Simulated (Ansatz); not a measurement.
## WS₂: course of a relaxation

The calculation used DFT PBEsol, scalar-relativistic, plane waves, PAW in Ansatz. (420 eV cutoff, 12×12×2 k-mesh, Gaussian smearing of 0.02 eV, no spin polarisation)

What was changed in MoS2: Mo → W on all its sites, cell and atoms relaxed.

Spin–orbit coupling is left out, which can shift energies with elements as heavy as these.

Command:

```bash
ansatz run input.yaml --threads 1 --pin off --max-ram 2560MiB --backend cpu --events-out ev --progress --plain --runs-dir out
```

Input:

```yaml
crystal:
  lattice:
    - [3.1871024067, 0.0, 0.0]
    - [-1.5935512034, 2.7601116486, 0.0]
    - [0.0, 0.0, 12.7682295648]
  atoms:
    - { symbol: W, position: [0.6666666667, 0.3333333333, 0.25] }
    - { symbol: W, position: [0.3333333333, 0.6666666667, 0.75] }
    - { symbol: S, position: [0.6666666667, 0.3333333333, 0.6261196804] }
    - { symbol: S, position: [0.3333333333, 0.6666666667, 0.3738803196] }
    - { symbol: S, position: [0.6666666667, 0.3333333333, 0.8738803196] }
    - { symbol: S, position: [0.3333333333, 0.6666666667, 0.1261196804] }
basis:
  ecutwfc: 420
kpoints:
  mp_grid: { grid: [12, 12, 2] }
hamiltonian:
  xc: pbesol
scf:
  occupations: { method: gaussian, width: 0.02 }
output:
  forces: true
  stress: true
  eigenvalues: true
relax:
  adjacent_minimum: "off"
  f_tol: 0.01
  max_steps: 60
  cell: { stress_tol: 0.1 }
```

F is the free energy. Steps run on the plane waves of an earlier cell, but the last one, and at times one on the way, on a freshly chosen basis, so a repeated geometry can differ a little in energy.

Steps:

```tsv
step	F − F(1) (eV)	largest force component (eV/Å)	V (Å³/atom)	P (GPa)
1	0.0000	0.556	18.720	-5.29
2	-0.0154	0.063	17.625	3.64
3	-0.0659	0.033	18.227	-0.31
4	-0.0662	0.007	18.181	-0.05
5	-0.0663	0.001	18.155	0.01
6	-0.0657	0.001	18.155	0.01
```

Relaxed structure:

```yaml
crystal:
  lattice:
    - [3.14597, 0.00000, 0.00000]
    - [-1.57299, 2.72449, 0.00000]
    - [0.00000, 0.00000, 12.70916]
  atoms:
    - { symbol: W, position: [0.66667, 0.33333, 0.25000] }
    - { symbol: W, position: [0.33333, 0.66667, 0.75000] }
    - { symbol: S, position: [0.66667, 0.33333, 0.62666] }
    - { symbol: S, position: [0.33333, 0.66667, 0.37334] }
    - { symbol: S, position: [0.66667, 0.33333, 0.87334] }
    - { symbol: S, position: [0.33333, 0.66667, 0.12666] }
```

Symmetry: P6_3/mmc, No. 194, hexagonal system. The conventional cell has a = 3.146 Å, b = 3.146 Å, c = 12.709 Å, α = 90.00°, β = 90.00°, γ = 120.00°. Around W (site symmetry -6m2) lie 6 S at 2.40 Å. S (site symmetry 3m) is surrounded by 3 W at 2.40 Å.

The run converged. The run took 28 s on 1 thread of Intel(R) Xeon(R) Platinum 8488C (Sapphire Rapids), on a shared host, peak memory 0.5 GiB.